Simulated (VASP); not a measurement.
# Sm (I4/mmm) in VASP: equation of state

Aim: energy against volume of Sm in PBE, for its equilibrium volume and stiffness.

All numbers are computed with VASP 6.6.1; they aren't measurements. Logs are shortened: lines on timing, memory, paths and dates and some standing lists are left out, and cuts for length are marked.

### 1 The structure

It takes space group I4/mmm (No. 139, tetragonal). Conventional cell: a = 3.635 Å, b = 3.635 Å, c = 5.122 Å, α = 90.00°, β = 90.00°, γ = 90.00°. Around Sm (site symmetry 4/mmm) lie 12 Sm at 3.63 Å.

This isn't the form of Sm at room conditions, which is rhombohedral.

### 2 Equation of state, PBE, collinear spin, ferromagnetic start, 31.80 Å³/atom (volume scaled by 0.94)

Contents of INCAR:

```
ALGO = Normal
EDIFF = 1E-7
ENCUT = 520
GGA = PE
ISIF = 2
ISMEAR = -1
ISPIN = 2
LASPH = True
LCHARG = False
LMAXMIX = 6
LORBIT = 11
LREAL = False
LWAVE = False
MAGMOM = 5
NBANDS = 18
NELM = 120
PREC = Accurate
SIGMA = 0.05
```

Contents of KPOINTS:

```
k-points
0
Gamma
  10 10 10
```

Contents of POSCAR:

```
Sm
1.0
   -1.7802048418      1.7802048418      2.5087074761
    1.7802048418     -1.7802048418      2.5087074761
    1.7802048418      1.7802048418     -2.5087074761
Sm
1
Direct
    0.0000000000      0.0000000000      0.0000000000
```

Potentials or basis: VASP PAW PBE potentials, release 64 (Sm).

Launch:

```sh
$ cat potpaw_PBE.64/Sm/POTCAR > POTCAR
$ mpirun -np 1 vasp_std > vasp.out
```

OUTCAR:

```text
EDIFF = 1E-7
   ENCUT = 520
   GGA = PE
   ISIF = 2
   ISMEAR = -1
   ISPIN = 2
   LASPH = True
   LORBIT = 11
   LREAL = False
   NELM = 120
   PREC = Accurate

 Found    102 irreducible k-points:

 Following reciprocal coordinates:
            Coordinates               Weight
  0.000000  0.000000  0.000000      1.000000
  0.100000  0.000000 -0.000000      8.000000
  0.200000  0.000000 -0.000000      8.000000
  0.300000  0.000000  0.000000      8.000000
  0.400000  0.000000 -0.000000      8.000000
  0.500000  0.000000 -0.000000      4.000000
   k-points           NKPTS =    102   k-points in BZ     NKDIM =    102   number of bands    NBANDS=     18
   number of dos      NEDOS =    301   number of ions     NIONS =      1
   total plane-waves  NPLWV =  21952
   dimension x,y,z NGX =    28 NGY =   28 NGZ =   28
   dimension x,y,z NGXF=    56 NGYF=   56 NGZF=   56
   ions per type =               1
   NGX,Y,Z   is equivalent  to a cutoff of  13.10, 13.10, 13.10 a.u.
   NGXF,Y,Z  is equivalent  to a cutoff of  26.19, 26.19, 26.19 a.u.
 SYSTEM =  unknown system
   PREC   = accura    normal or accurate (medium, high low for compatibility)
   ISTART =      0    job   : 0-new  1-cont  2-samecut
   ICHARG =      2    charge: 1-file 2-atom 10-const
   ISPIN  =      2    spin polarized calculation?
   LNONCOLLINEAR =      F non collinear calculations
   LSORBIT =      F    spin-orbit coupling
   LASPH  =      T    aspherical Exc in radial PAW
   ENCUT  =  520.0 eV  38.22 Ry    6.18 a.u.   6.61  6.61  6.61*2*pi/ulx,y,z
   NELM   =    120;   NELMIN=  2; NELMDL= -5     # of ELM steps
   EDIFF  = 0.1E-06   stopping-criterion for ELM
   LREAL  =      F    real-space projection
   EDIFFG = 0.1E-05   stopping-criterion for IOM
   NSW    =      0    number of steps for IOM
   IBRION =     -1    ionic relax: 0-MD 1-quasi-New 2-CG
   NFREE  =      0    steps in history (QN), initial steepest desc. (CG)
   ISIF   =      2    stress and relaxation
   ISYM   =      2    0-nonsym 1-usesym 2-fastsym
   POTIM  = 0.5000    time-step for ionic-motion
   TEBEG  =    0.0;   TEEND  =   0.0 temperature during run
   PSTRESS=    0.0 pullay stress
   NELECT =      16.0000    total number of electrons
   NUPDOWN=      -1.0000    fix difference up-down
   EMIN   =  10.00;   EMAX   =-10.00  energy-range for DOS
   EFERMI =   0.00;   METHOD = LEGACY
   ISMEAR =    -1;   SIGMA  =   0.05  broadening in eV -4-tet -1-fermi 0-gaus
   EFERMI_NEDOS =   21; number of points for ismear=-14 and -15
   IALGO  =     38    algorithm
   IMIX   =      4    mixing-type and parameters
     AMIX     =   0.40;   BMIX     =  1.00
     AMIX_MAG =   1.60;   BMIX_MAG =  1.00
  volume/ion in A,a.u.               =      31.80       214.61
  Fermi-wavevector in a.u.,A,eV,Ry     =   1.302062  2.460539 23.066830  1.695364
  Thomas-Fermi vector in A             =   2.433154
   LORBIT       =     11    0 simple, 1 ext, 2 COOP (PROOUT), +10 PAW based schemes
   GGA     = PE    functional components
   LHFCALC =     F    Hartree Fock is set to
   AEXX    =    0.0000 exact exchange contribution
   IVDW    =     0    specifies the selected vdW correction
   LEPSILON=     F    determine dielectric tensor
   LRPA    =     F    only Hartree local field effects (RPA)
 spin polarized calculation
  energy-cutoff  :      520.00
  volume of cell :       31.80
 maximum number of plane-waves:       889
 NGX is ok and might be reduce to    28
   NGX = 13   NGY = 13   NGZ = 13

 number of electron      16.0000000 magnetization       6.5311612

 Free energy of the ion-electron system (eV)
  ---------------------------------------------------
  ext. energy  EPLUGINS =         0.00000000
  ---------------------------------------------------
  free energy    TOTEN  =        -9.27224833 eV

  energy without entropy =       -9.20678029  energy(sigma->0) =       -9.23951431

 E-fermi :   3.3789     XC(G=0): -10.0569

 val. band max:        3.3736933720   @ k =  -0.4000   0.5000   0.3000
 cond. band min:       3.3813982656   @ k =  -0.2000   0.5000   0.1000
 fundamental gap:      0.0077048937
 Fermi energy:         3.3788779675

 spin component 1

 k-point     1 :       0.0000    0.0000    0.0000
  band No.  band energies     occupation
      1     -36.6282      1.00000
      2     -15.6669      1.00000
      3     -15.6669      1.00000
      4     -15.6656      1.00000
      5      -1.1962      1.00000
      6       2.9954      0.99953
[... 10 lines left out ...]
     17       7.9066      0.00000
     18      12.7448      0.00000

 k-point     2 :       0.1000    0.0000   -0.0000
  band No.  band energies     occupation
      1     -36.6158      1.00000
      2     -15.7920      1.00000
      3     -15.6819      1.00000
      4     -15.6805      1.00000
      5      -0.8872      1.00000
      6       2.9690      0.99972
[... 10 lines left out ...]
     17       7.7510      0.00000
[... 51 lines left out ...]

 spin component 2

 k-point     1 :       0.0000    0.0000    0.0000
  band No.  band energies     occupation
      1     -33.9441      1.00000
      2     -13.5625      1.00000
      3     -13.5625      1.00000
      4     -13.5615      1.00000
      5       0.1176      1.00000
      6       6.2636      0.00000
[... 10 lines left out ...]
     17       9.1788      0.00000
     18      14.7770      0.00000

 k-point     2 :       0.1000    0.0000   -0.0000
  band No.  band energies     occupation
      1     -33.9297      1.00000
      2     -13.7053      1.00000
      3     -13.5792      1.00000
      4     -13.5779      1.00000
      5       0.4389      1.00000
      6       5.8062      0.00000
[... 10 lines left out ...]
     17       9.0711      0.00000
     18      15.2957      0.00000

 k-point     3 :       0.2000    0.0000   -0.0000
  band No.  band energies     occupation
      1     -33.8915      1.00000
      2     -14.0613      1.00000
      3     -13.6223      1.00000
      4     -13.6195      1.00000
      5       1.2537      1.00000
      6       5.3151      0.00000
[... 10 lines left out ...]
     17       9.1185      0.00000
     18      14.8284      0.00000

 k-point     4 :       0.3000    0.0000    0.0000
  band No.  band energies     occupation
      1     -33.8437      1.00000
      2     -14.4701      1.00000
      3     -13.6748      1.00000
      4     -13.6701      1.00000
      5       2.0988      1.00000
      6       5.2695      0.00000
[... 10 lines left out ...]
     17       9.7862      0.00000
     18      14.0140      0.00000

 k-point     5 :       0.4000    0.0000   -0.0000
  band No.  band energies     occupation
      1     -33.8046      1.00000
      2     -14.7800      1.00000
      3     -13.7167      1.00000
      4     -13.7104      1.00000
      5       2.4734      1.00000
      6       5.7715      0.00000
[... 10 lines left out ...]
     17      10.7644      0.00000
     18      13.7558      0.00000

 k-point     6 :       0.5000    0.0000   -0.0000
  band No.  band energies     occupation
      1     -33.7896      1.00000
      2     -14.8942      1.00000
      3     -13.7325      1.00000
      4     -13.7257      1.00000
      5       2.5301      1.00000
      6       6.0117      0.00000
[... 10 lines left out ...]
     17      11.2819      0.00000
     18      14.2121      0.00000

 [... further k-points ...]

------------------------ aborting loop because EDIFF is reached ----------------------------------------

 total charge

# of ion       s       p       d       f       tot
--------------------------------------------------
    1        2.085   5.605   0.506   5.495  13.691

 magnetization (x)

# of ion       s       p       d       f       tot
--------------------------------------------------
    1       -0.000  -0.054   0.273   5.486   5.705

  FORCE on cell =-STRESS in cart. coord.  units (eV):
  Direction    XX          YY          ZZ          XY          YZ          ZX
  --------------------------------------------------------------------------------------
  -------------------------------------------------------------------------------------
  Total        0.9149875      0.9149875      0.9237527      0.0000000      0.0000000      0.0000000
  in kB       46.0973326     46.0973326     46.5389220      0.0000000      0.0000000      0.0000000
  external PRESSURE =      46.2445291 kB  Pullay stress =       0.0000000 kB

 VOLUME and BASIS-vectors are now :
 -----------------------------------------------------------------------------
  energy-cutoff  :      520.00
  volume of cell :       31.80
      direct lattice vectors                 reciprocal lattice vectors
    -1.780204842  1.780204842  2.508707476     0.000000000  0.280866554  0.199305820
     1.780204842 -1.780204842  2.508707476     0.280866554  0.000000000  0.199305820
     1.780204842  1.780204842 -2.508707476     0.280866554  0.280866554  0.000000000

  length of vectors
     3.554134460  3.554134460  3.554134460     0.344396329  0.344396329  0.397205290

 FORCES acting on ions
    electron-ion (+dipol)            ewald-force                    non-local-force                 convergence-correction
 -----------------------------------------------------------------------------------------------
   -.418E-15 -.182E-13 -.985E-14   0.215E-14 0.528E-15 -.432E-14   0.165E-23 0.165E-23 -.662E-23   -.154E-14 -.117E-12 -.393E-13
 -----------------------------------------------------------------------------------------------
   -.418E-15 -.182E-13 -.985E-14   0.215E-14 0.528E-15 -.432E-14   0.165E-23 0.165E-23 -.662E-23   -.154E-14 -.117E-12 -.393E-13

 POSITION                                       TOTAL-FORCE (eV/Angst)
 -----------------------------------------------------------------------------------
      0.00000      0.00000      0.00000         0.000000      0.000000     -0.000000
 -----------------------------------------------------------------------------------
    total drift:                                0.000000     -0.000000     -0.000000

--------------------------------------------------------------------------------------------------------

  FREE ENERGIE OF THE ION-ELECTRON SYSTEM (eV)
  ---------------------------------------------------
  free  energy   TOTEN  =        -9.2722483291 eV

  energy  without entropy=       -9.2067802866  energy(sigma->0) =       -9.23951431

--------------------------------------------------------------------------------------------------------

--------------------------------------------------------------------------------------------------------

 total charge

# of ion       s       p       d       f       tot
--------------------------------------------------
    1        2.085   5.605   0.506   5.495  13.691

 magnetization (x)

# of ion       s       p       d       f       tot
--------------------------------------------------
    1       -0.000  -0.054   0.273   5.486   5.705

=======================================================================
```

Wall time 3.8 min (1 thread of Intel Xeon Platinum 8488C (Sapphire Rapids), shared host); peak memory 0.26 GiB.

Results:

```
Free energy                                           : -9.2722 eV
Pressure                                              : 4.6 GPa
Band gap on the k mesh                                : none (metal or under the smearing width)
Net moment                                            : 6.53 μB per cell
Site moments                                          : Sm +5.71 μB
Valence electrons inside the program's atomic spheres : Sm 13.69
```

Caveat: the magnetic or orbital state may not be the lowest; spin-orbit coupling is left out, which moves the levels of the heavy elements.

### 3 Equation of state, PBE, collinear spin, ferromagnetic start, 32.48 Å³/atom (volume scaled by 0.96)

Contents of INCAR:

```
SYSTEM = Sm
PREC = Accurate ; ENCUT = 520
EDIFF = 1E-7 ; ISMEAR = -1
SIGMA = 0.05 ; LREAL = .FALSE.
LASPH = .TRUE. ; NELM = 100
ALGO = Normal ; ISIF = 2
LWAVE = .FALSE. ; LCHARG = .FALSE.
ISPIN = 2 ; MAGMOM = 5
LORBIT = 11 ; LMAXMIX = 6
GGA = PE ; NBANDS = 18
```

Contents of KPOINTS:

```
Automatic mesh
0
G
  10 10 10
  0 0 0
```

Contents of POSCAR:

```
Sm
1.0
   -1.7927419087      1.7927419087      2.5263750123
    1.7927419087     -1.7927419087      2.5263750123
    1.7927419087      1.7927419087     -2.5263750123
Sm
1
Direct
    0.0000000000      0.0000000000      0.0000000000
```

Potentials or basis: VASP PAW PBE potentials, release 64 (Sm).

Launch:

```sh
$ cat potpaw_PBE.64/Sm/POTCAR > POTCAR
$ mpirun -np 1 vasp_std > vasp.out
```

Wall time 3.2 min (1 thread of Intel Xeon Platinum 8488C (Sapphire Rapids), shared host); peak memory 0.25 GiB.

The run converged. Its results:

```
Free energy                                           : -9.2909 eV
Pressure                                              : 3.9 GPa
Band gap on the k mesh                                : none (metal or under the smearing width)
Net moment                                            : 6.55 μB per cell
Site moments                                          : Sm +5.71 μB
Valence electrons inside the program's atomic spheres : Sm 13.68
```

Caveat: the magnetic or orbital state may not be the lowest; spin-orbit coupling is left out, which moves the levels of the heavy elements.

### 4 Equation of state, PBE, collinear spin, ferromagnetic start, 33.15 Å³/atom (volume scaled by 0.98)

Contents of INCAR:

```
PREC = Accurate
ENCUT = 520
EDIFF = 1E-7
ISMEAR = -1
SIGMA = 0.05
LREAL = F
LASPH = T
NELM = 120
ALGO = Normal
ISIF = 2
LWAVE = F
LCHARG = F
ISPIN = 2
MAGMOM = 5
LORBIT = 11
LMAXMIX = 6
GGA = PE
NBANDS = 18
```

Contents of KPOINTS:

```
Automatic mesh
0
Gamma
  10 10 10
```

Contents of POSCAR:

```
Sm
1.0
   -1.8051060367      1.8051060367      2.5437988388
    1.8051060367     -1.8051060367      2.5437988388
    1.8051060367      1.8051060367     -2.5437988388
Sm
1
Direct
    0.0000000000      0.0000000000      0.0000000000
```

Launch:

```sh
$ cat potpaw_PBE.64/Sm/POTCAR > POTCAR
$ mpirun -np 1 vasp_std > vasp.out
```

Run time: 3.1 min. Hardware: 1 thread of Intel Xeon Platinum 8488C (Sapphire Rapids), shared host; peak memory 0.26 GiB.

It converged, with:

```yaml
Free_energy: -9.3069 eV
Pressure: 3.3 GPa
Band_gap_on_the_k_mesh: none (metal or under the smearing width)
Net_moment: 6.55 μB per cell
Site_moments: Sm +5.71 μB
Valence_electrons_inside_the_program's_atomic_spheres: Sm 13.67
```

Caveat: the magnetic or orbital state may not be the lowest; spin-orbit coupling is left out, which moves the levels of the heavy elements.

### 5 Equation of state, PBE, collinear spin, ferromagnetic start, 34.51 Å³/atom (volume scaled by 1.02)

Changes to INCAR since step 4:

```diff
@@ -7,3 +7,3 @@
 LASPH = T
-NELM = 120
+NELM = 150
 ALGO = Normal
```

Contents of KPOINTS:

```
regular mesh
0
Gamma
  10 10 10
```

Contents of POSCAR:

```
Sm
1.0
   -1.8293385395      1.8293385395      2.5779478645
    1.8293385395     -1.8293385395      2.5779478645
    1.8293385395      1.8293385395     -2.5779478645
Sm
1
Direct
    0.0000000000      0.0000000000      0.0000000000
```

Launch:

```sh
$ cat potpaw_PBE.64/Sm/POTCAR > POTCAR
$ mpirun -np 1 vasp_std > vasp.out
```

It took 3.5 min on 1 thread of Intel Xeon Platinum 8488C (Sapphire Rapids), shared host; peak memory 0.27 GiB.

It converged, with:

| Quantity | Value |
| --- | --- |
| Free energy | -9.3317 eV |
| Pressure | 2.1 GPa |
| Band gap on the k mesh | none (metal or under the smearing width) |
| Net moment | 6.55 μB per cell |
| Site moments | Sm +5.70 μB |
| Valence electrons inside the program's atomic spheres | Sm 13.66 |

Caveat: the magnetic or orbital state may not be the lowest; spin-orbit coupling is left out, which moves the levels of the heavy elements.

### 6 Equation of state, PBE, collinear spin, ferromagnetic start, 35.18 Å³/atom (volume scaled by 1.04)

Contents of INCAR:

```
ALGO     = Normal         # electronic algorithm
EDIFF    = 1E-7           # SCF threshold, eV
ENCUT    = 520            # plane-wave cutoff, eV
GGA      = PE             # functional
ISIF     = 2              # what is computed and relaxed
ISMEAR   = -1             # smearing method
ISPIN    = 2              # spin polarisation
LASPH    = T              # aspherical terms in the spheres
LCHARG   = F              # write CHGCAR
LMAXMIX  = 6              # l up to which the mixer works
LORBIT   = 11             # projections on sites
LREAL    = F              # projectors in reciprocal space
LWAVE    = F              # write WAVECAR
MAGMOM   = 5              # initial moments
NBANDS   = 18             # bands
NELM     = 120            # most SCF steps
PREC     = Accurate       # precision mode
SIGMA    = 0.05           # smearing width, eV
```

Contents of KPOINTS:

```
k-points
0
Gamma
  10 10 10
```

Contents of POSCAR:

```
Sm
1.0
   -1.8412176940      1.8412176940      2.5946882548
    1.8412176940     -1.8412176940      2.5946882548
    1.8412176940      1.8412176940     -2.5946882548
Sm
1
Direct
    0.0000000000      0.0000000000      0.0000000000
```

Potentials or basis: VASP PAW PBE potentials, release 64 (Sm).

Launch:

```sh
$ cat potpaw_PBE.64/Sm/POTCAR > POTCAR
$ mpirun -np 1 vasp_std > vasp.out
```

It took 3.5 min on 1 thread of Intel Xeon Platinum 8488C (Sapphire Rapids), shared host; peak memory 0.26 GiB.

Results (log left out):

* Free energy: -9.3409 eV
* Pressure: 1.8 GPa
* Band gap on the k mesh: none (metal or under the smearing width)
* Net moment: 6.55 μB per cell
* Site moments: Sm +5.70 μB
* Valence electrons inside the program's atomic spheres: Sm 13.65

Caveat: the magnetic or orbital state may not be the lowest; spin-orbit coupling is left out, which moves the levels of the heavy elements.

### 7 Equation of state, PBE, collinear spin, ferromagnetic start, 35.86 Å³/atom (volume scaled by 1.06)

Contents of INCAR:

```
SYSTEM = Sm
PREC = Accurate
ENCUT = 520
EDIFF = 1E-7
ISMEAR = -1
SIGMA = 0.05
LREAL = .False.
LASPH = .True.
NELM = 120
ALGO = Normal
ISIF = 2
LWAVE = .False.
LCHARG = .False.
ISPIN = 2
MAGMOM = 5
LORBIT = 11
LMAXMIX = 6
GGA = PE
NBANDS = 18
```

Contents of KPOINTS:

```
Automatic mesh
0
Gamma
  10 10 10
  0 0 0
```

Contents of POSCAR:

```
Sm
1.0
   -1.8529455115      1.8529455115      2.6112153772
    1.8529455115     -1.8529455115      2.6112153772
    1.8529455115      1.8529455115     -2.6112153772
Sm
1
Direct
    0.0000000000      0.0000000000      0.0000000000
```

Launch:

```sh
$ cat potpaw_PBE.64/Sm/POTCAR > POTCAR
$ mpirun -np 1 vasp_std > vasp.out
```

Wall time 3.7 min (1 thread of Intel Xeon Platinum 8488C (Sapphire Rapids), shared host); peak memory 0.27 GiB.

Results (log left out):

- Free energy: -9.3480 eV
- Pressure: 1.3 GPa
- Band gap on the k mesh: none (metal or under the smearing width)
- Net moment: 6.54 μB per cell
- Site moments: Sm +5.70 μB
- Valence electrons inside the program's atomic spheres: Sm 13.64

Caveat: the magnetic or orbital state may not be the lowest; spin-orbit coupling is left out, which moves the levels of the heavy elements.

### 8 Equation of state, PBE, collinear spin, ferromagnetic start

No new run: the results of the series are fitted here.

Results:

```yaml
Equilibrium_volume: "38.50 Å³/atom (rough: see the caveat)"
Bulk_modulus_at_fixed_shape_and_positions: 18.6 GPa (rough)
```

Energy against volume, from the lowest point:
| volume (Å³/atom) | energy (meV/atom) |
| --- | --- |
| 31.802 | 75.78 |
| 32.478 | 57.14 |
| 33.155 | 41.13 |
| 33.832 | 27.57 |
| 34.508 | 16.32 |
| 35.185 | 7.18 |
| 35.861 | 0.00 |

Caveat: the magnetic or orbital state may not be the lowest; the minimum lies outside the volumes run; the cell was scaled at fixed shape and fractional positions, which overstates the stiffness of a crystal with free parameters, most of all of layers and chains; spin-orbit coupling is left out, which moves the levels of the heavy elements. The state reached can hang on the start; a lower one may exist.
